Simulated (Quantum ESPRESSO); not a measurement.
BeTe:

```
Te Be
1.0
     0.00000    2.77000    2.77000
     2.77000    0.00000    2.77000
     2.77000    2.77000    0.00000
Te Be
1 1
Direct
  0.75000 0.75000 0.75000
  0.00000 0.00000 0.00000
```

Base run:

```yaml
Program: Quantum ESPRESSO 7.5
Functional: TPSS
Potentials_or_basis: SG15 PBE 1.2
Cutoff: 952 eV
Density_cutoff: 3810 eV
k_mesh: 6 × 6 × 6
Occupations: fermi-dirac, width 0.05 eV
Spin: no spin polarisation
```

Its results: band gap on the k mesh 1.99 eV, indirect (least direct gap 3.95 eV); pressure 5.0 GPa.

Problem. After a change of settings the same cell gave: band gap on the k mesh 2.31 eV, indirect (least direct gap 4.14 eV); pressure 1.7 GPa. Which change was it?
A. functional from TPSS to RPBE; k mesh from 6 × 6 × 6 to 8 × 8 × 8
B. functional from TPSS to r2SCAN
C. functional from TPSS to PBEsol; k mesh from 6 × 6 × 6 to 8 × 8 × 8
D. functional from TPSS to SCAN

Solution. D.

Caveats: the potentials were made for another functional, which shifts forces and pressure; spin-orbit coupling is left out, which moves the levels of the heavy elements.

Runs at the PBE level aren't shown here.
